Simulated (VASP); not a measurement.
A run of VASP 6.6.1 is set up as follows.

The input POSCAR:

```
C
1.0
    0.0000000000      2.1270000000      3.2475600000
    1.2280000000      0.0000000000      3.2475600000
    1.2280000000      2.1270000000      0.0000000000
C
2
Direct
    0.1666700000      0.8333300000      0.1666700000
    0.8333300000      0.1666700000      0.8333300000
```

INCAR.step1

```
SYSTEM = C
  PREC = Accurate
  ENCUT = 520
  ISMEAR = 0
  SIGMA = 0.05
  LREAL = .False.
  LASPH = .True.
  NELM = 100
  NBANDS = 11
  GGA = PE
  ALGO = Normal
  EDIFF = 1E-4
  LWAVE = .True.
  LCHARG = .False.
```

INCAR.step2

```
SYSTEM = C
  PREC = Accurate
  ENCUT = 520
  EDIFF = 1E-6
  ISMEAR = 0
  SIGMA = 0.05
  LREAL = .False.
  LASPH = .True.
  NELM = 100
  ALGO = Normal
  ISIF = 2
  LWAVE = .False.
  LCHARG = .False.
  METAGGA = R2SCAN
  LMIXTAU = .True.
  NBANDS = 11
  ISTART = 1
```

Contents of KPOINTS:

```
regular mesh
0
Gamma
  14 14 14
  0 0 0
```

Potentials or basis: VASP PAW PBE potentials, release 64 (C).

Run with:

```bash
$ cat potpaw_PBE.64/C/POTCAR > POTCAR
$ cp INCAR.step1 INCAR
$ mpirun -np 1 vasp_std > vasp.out
$ cp INCAR.step2 INCAR
$ mpirun -np 1 vasp_std > vasp.out
```

(1) Estimate the largest force.

(2) What does it give for the pressure?

(3) Predict the band gap on the k mesh.

## Answers

(1) 0.036 eV/Å.

(2) 1.6 GPa.

(3) 0.22 eV, indirect (least direct gap 0.29 eV).

Caveat: the PAW data sets were made with another functional, which shifts forces and pressure a little.
